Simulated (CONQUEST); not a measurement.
Crystal: Sn.

```
Sn
1.0
     4.57264    0.00000    0.00000
     0.00000    4.57264    0.00000
     0.00000    0.00000    6.46669
Sn
4
Direct
  0.01776 0.49615 0.25517
  0.51776 0.99615 0.75517
  0.00185 0.99283 0.50184
  0.50185 0.49283 0.00184
```

This isn't the form of Sn at room conditions, which is tetragonal (white tin).

The cell isn't the ideal one: atoms moved at random, drawn with an rms of 0.05 Å.

Base run:

* Program: CONQUEST 1.3
* Functional: PBE
* Potentials or basis: PseudoDojo NC PBE, SZP, grid cutoff 120 Ha
* k mesh: 6 × 6 × 4
* Occupations: fermi-dirac, width 0.05 eV
* Spin: no spin polarisation

Its results: band gap on the k mesh none (metal or under the smearing width); pressure 5.9 GPa; largest force 0.707 eV/Å.

Q: After a change of settings the same cell gave: band gap on the k mesh 0.22 eV; pressure 6.1 GPa; largest force 0.792 eV/Å. Which change was it?
A. potentials or basis from PseudoDojo NC PBE, SZP, grid cutoff 120 Ha to PseudoDojo NC PBE, DZ, grid cutoff 120 Ha
B. potentials or basis from PseudoDojo NC PBE, SZP, grid cutoff 120 Ha to PseudoDojo NC PBE, DZP, grid cutoff 120 Ha
C. potentials or basis from PseudoDojo NC PBE, SZP, grid cutoff 120 Ha to PseudoDojo NC PBE, SZ, grid cutoff 120 Ha

A: C.

Caveats: the atomic basis is small; the basis of atomic orbitals isn't converged, which shifts pressures, moduli and gaps; spin-orbit coupling is left out, which moves the levels of the heavy elements (some runs).
